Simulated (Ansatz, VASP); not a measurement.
# Al: VASP beside Ansatz

The input INCAR:

```
SYSTEM = Al
PREC = Accurate
ENCUT = 600
EDIFF = 1E-6
ISMEAR = -1
SIGMA = 0.05
LREAL = .False.
LASPH = .True.
NELM = 60
ALGO = Normal
ISIF = 3
LWAVE = .False.
LCHARG = .False.
GGA = PE
IVDW = 12
IBRION = 2
NSW = 60
EDIFFG = -0.01
```

File KPOINTS:

```
regular mesh
0
Gamma
  11 11 6
  0 0 0
```

Contents of POSCAR:

```
Al
1.0
    2.8124553515      0.0000000000      0.0000000000
   -1.4062276757      2.4356577814      0.0000000000
    0.0000000000      0.0000000000      4.8668500000
Al
2
Direct
    0.3333333333      0.6666666667      0.2500000000
    0.6666666667      0.3333333333      0.7500000000
```

The input input.yaml:

```yaml
crystal:
  lattice:
    - [2.8124553515, 0.0, 0.0]
    - [-1.4062276757, 2.4356577814, 0.0]
    - [0.0, 0.0, 4.86685]
  atoms:
    - { symbol: Al, position: [0.3333333333, 0.6666666667, 0.25] }
    - { symbol: Al, position: [0.6666666667, 0.3333333333, 0.75] }
hamiltonian:
  xc: pbe
  pseudopotentials: { kind: paw }
  dispersion: d3bj
kpoints:
  mp_grid: { grid: [11, 11, 6] }
scf:
  occupations: { method: fermi_dirac, width: 0.05 }
output:
  forces: true
  stress: true
  eigenvalues: true
relax:
  f_tol: 0.01
  max_steps: 40
  cell: { stress_tol: 0.05 }
```

This isn't the form of Al at room conditions, which is fcc.

Alike in both runs: task relaxation of cell and atoms; functional PBE; dispersion D3(BJ); k mesh 11 × 11 × 6; occupations fermi-dirac, width 0.05 eV; no spin polarisation.

|  | VASP | Ansatz |
| --- | --- | --- |
| version | VASP 6.6.1 | Ansatz 0.2.0 |
| potentials or method | VASP PAW PBE potentials, release 64 (Al) | Ansatz PAW |
| plane-wave cutoff (eV) | 600 | 420 |
| valence electrons in the cell | 6 | 6 |

Ansatz gave:

| Property | Result |
| --- | --- |
| gap on the k mesh at the Fermi level, each at its own relaxed structure (eV) | none |
| relaxed volume (Å³/atom) | 15.93 |
| relaxed cell length with the largest relative difference (Å) | 4.650 |
| energy change over the relaxation (meV/atom) | -18 |

Q: Which values does VASP return?

A: gap on the k mesh at the Fermi level, each at its own relaxed structure (eV): none; relaxed volume (Å³/atom): 15.92; relaxed cell length with the largest relative difference (Å): 4.649; energy change over the relaxation (meV/atom): -18.

A gap of «none» marks a metal or a gap that the smearing closes.

Caveats: pairwise dispersion overbinds metals, which lowers pressure and volume; the plane-wave basis is chosen anew once the cell has moved, so the energies of steps on either side of that aren't comparable (Ansatz).
